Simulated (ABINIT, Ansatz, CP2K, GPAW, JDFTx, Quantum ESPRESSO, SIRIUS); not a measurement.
CuO: 8 runs at one level of theory

```
Cu O
1.0
     2.55255    0.00000    0.00000
     0.00000    2.55255    0.00000
     0.00000    0.00000    2.55255
Cu O
1 1
Cartesian
  0.0329 0.0070 -0.0094
  1.2348 1.2821 1.2772
```

The cell comes from a database or a generator and needn't be the stable form of this composition.

Atoms were shifted at random by some hundredths of an Å from the given cell, which wasn't relaxed again for these runs.

Alike in all runs: task single point; functional PBE; k mesh 10 × 10 × 10; occupations fermi-dirac, width 0.05 eV; no spin polarisation; no spin-orbit coupling. Pressure is positive in compression and, in plane waves, holds the error of the finite cutoff, which Ansatz's Pulay term estimates and takes out.

| program and potentials | plane-wave cutoff (eV) | notes | band gap (eV) | pressure (GPa) | largest force (eV/Å) | energy over the undisturbed cell (meV/atom) |
| --- | --- | --- | --- | --- | --- | --- |
| ABINIT, JTH PAW PBE v2.0 | 707 | 12.5 valence electrons an atom on average | no gap | 21.04 | 0.181 | 3.52 |
| Ansatz, Ansatz PAW (earlier soft set) | 420 | 12.5 valence electrons an atom on average; Pulay term of +0.54 GPa included | no gap | 21.18 | 0.180 | 3.59 |
| Ansatz, all-electron LAPW, scalar-relativistic | - | - | no gap | 21.33 | 0.180 | - |
| GPAW, GPAW PAW data sets (gpaw-data 1.2.1) | 800 | 8.5 valence electrons an atom on average; this data set often lies off other programs | no gap | 22.91 | 0.210 | 4.16 |
| JDFTx, PseudoDojo-SR-PBE-0.5-standard with smoothed tails | 1252 | 12.5 valence electrons an atom on average | no gap | 21.04 | 0.177 | 3.54 |
| CP2K, POTENTIAL_UZH Cu GTH-PBE-q11, O GTH-PBE-q6; TZVP-MOLOPT-PBE-GTH basis | - | atomic basis; 8.5 valence electrons an atom on average | no gap | 24.59 | 0.210 | - |
| SIRIUS, PseudoDojo 0.4.1 PBE standard (scalar relativistic) | 1254 | 12.5 valence electrons an atom on average | no gap | 21.10 | 0.177 | - |
| Quantum ESPRESSO, SSSP 1.3 efficiency PBE | 748 | 8.5 valence electrons an atom on average | ? | ? | ? | ? |

Estimate from the other rows what the run with Quantum ESPRESSO, SSSP 1.3 efficiency PBE gave.

No band gap; pressure 20.99 GPa; largest force 0.183 eV/Å; energy over the undisturbed cell 3.64 meV/atom. The other rows, which needn't bracket it: pressure 21.04 to 24.59; largest force 0.177 to 0.210; energy over the undisturbed cell 3.52 to 4.16.
